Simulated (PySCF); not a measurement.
One formula, C5H8, several structures.

PySCF, B3LYP/def2-SVPD, density fitting, gas phase; each molecule at its own PBE0-D3(BJ)/def2-SVP geometry, one conformer. Singlet excitations by full TDDFT with frozen cores, triplets by Tamm–Dancoff TDDFT and ionisation energies by ΔSCF, from the lowest of the holes tried. 

Torsions of the conformers computed, which needn't be the lowest (atom-mapped SMILES):
- `[CH2:1]=[CH:2][CH:3]1[CH2:4][CH2:5]1`: C1–C2–C3–C4 -14°
- `[CH2:1]=[C:2]=[CH:3][CH2:4][CH3:5]`: C2–C3–C4–C5 -115°

Reference: `C1=CCCC1`, with HOMO energy -6.63 eV, LUMO energy 0.31 eV, lowest singlet excitation 6.26 eV, lowest triplet excitation 4.27 eV, mean polarisability 58.1 au, dipole moment 0.22 D and vertical ionisation energy 8.98 eV.

Changes against it:

```csv
molecule,Δ electronic energy (kcal/mol),Δ HOMO energy (eV),Δ LUMO energy (eV),Δ lowest singlet excitation (eV),Δ lowest triplet excitation (eV),Δ mean polarisability (au),Δ dipole moment (D),Δ vertical ionisation energy (eV)
C1CC12CC2,+32.8,-0.99,+0.44,+1.20,+3.07,-0.3,-0.22,+0.91
C=C=CCC,+24.0,-0.40,-0.32,-0.67,+0.28,+9.1,+0.24,+0.34
```

Rows whose labels were lost:

| row | Δ electronic energy (kcal/mol) | Δ HOMO energy (eV) | Δ LUMO energy (eV) | Δ lowest singlet excitation (eV) | Δ lowest triplet excitation (eV) | Δ mean polarisability (au) | Δ dipole moment (D) | Δ vertical ionisation energy (eV) |
| --- | --- | --- | --- | --- | --- | --- | --- | --- |
| P | +40.6 | 0.00 | -0.16 | -0.04 | -0.06 | +2.6 | +0.60 | -0.02 |
| Q | +22.0 | -0.29 | -0.32 | +0.36 | +0.05 | +1.9 | +0.23 | +0.22 |

Question: Which row belongs to which of `C=CC1CC1` and `CC1=C[C@@H]1C`?

Answer: P = `CC1=C[C@@H]1C` and Q = `C=CC1CC1`. P and Q are told apart most clearly by the electronic energy (+40.6 against +22.0 kcal/mol).

Question: Which row has the smallest HOMO–LUMO gap and which the largest, and does the HOMO or the LUMO shift more there?

Answer: Smallest, counted from the reference: P, -0.16 eV (HOMO 0.00, LUMO -0.16), the larger shift being that of the LUMO. Largest: `C1CC12CC2`, +1.43 eV (HOMO -0.99, LUMO +0.44), the larger shift being that of the HOMO.
